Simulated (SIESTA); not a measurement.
# Al2Pt under changes of volume

One of the cells (17.546 Å³/atom); the others are scaled copies at fixed shape and fractional positions:

```
Pt Al
1.0
     0.00000    2.97457    2.97457
     2.97457    0.00000    2.97457
     2.97457    2.97457    0.00000
Pt Al
1 2
Direct
  0.00000 0.00000 0.00000
  0.75000 0.75000 0.75000
  0.25000 0.25000 0.25000
```

| Property | Result |
| --- | --- |
| Program | SIESTA 5.4.2 |
| Functional | PBE |
| Potentials or basis | PseudoDojo 0.4 standard (PBE files) |
| Basis | DZP (energy shift 0.003 Ry; two zetas on semicore shells) |
| Grid cutoff | 800 Ry |
| Energy shift | 0.003 Ry |
| k mesh | 8 × 8 × 8 |
| Occupations | fermi-dirac, width 0.05 eV |
| Spin | no spin polarisation |

```tsv
volume (Å³/atom)	energy over the lowest point (meV/atom)	pressure (GPa)
16.170	?	?
16.514	32.48	10.0
16.858	14.82	6.5
17.546	0.00	0.7
17.890	1.23	-1.7
18.234	7.36	-3.9
```

**Question.** What does the run at 16.170 Å³/atom give?

**Answer.** Energy over the lowest point 57.87 meV/atom; pressure 13.7 GPa.

Worked out: A Birch-Murnaghan fit of order 3 (a polynomial in V^(-2/3)) to the other rows has its minimum at 17.63 Å³/atom with B0 = V·E''(V) = 128 GPa and B' = 5.4. It gives 58.19 meV/atom at 16.170 Å³/atom, against the run's 57.87, and -dE/dV = 14.0 GPa, against 13.7.

Energies are extrapolated to zero smearing.

Caveats: short orbitals over semicore shells can move pressures by several GPa; the basis of atomic orbitals isn't converged, which shifts pressures, moduli and gaps.
